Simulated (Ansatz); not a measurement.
Crystal: CdF2.

```
CELL_PARAMETERS angstrom
0.00000 2.69400 2.69400
2.69400 0.00000 2.69400
2.69400 2.69400 0.00000
ATOMIC_POSITIONS crystal
Cd 0.00000 0.00000 0.00000
F 0.75000 0.75000 0.75000
F 0.25000 0.25000 0.25000
```

Base run:

```yaml
Program: Ansatz 0.2.0
Functional: PBE
Potentials_or_basis: Ansatz PAW
Cutoff: 420 eV
Density_cutoff: 1680 eV
k_mesh: 7 × 7 × 7
Occupations: fermi-dirac, width 0.05 eV
Spin: spin-orbit coupling, no magnetisation
```

Its results: band gap on the k mesh 3.16 eV, indirect (least direct gap 3.51 eV); pressure 5.4 GPa.

Q: The run is repeated on the same cell with these changes: functional from PBE to PBEsol. What comes out?

A: Band gap on the k mesh 2.99 eV, indirect (least direct gap 3.34 eV); pressure -0.3 GPa.

PBEsol binds more tightly than PBE, so the same cell stands under less pressure.

Caveats: the k mesh misses the band edges, so the gap on the mesh is wider than the one along the path; the PAW data sets come from PBE, with cores solved anew for the run's functional, which leaves a small shift of forces and pressure (some runs).

Not every run made on this cell is shown here.
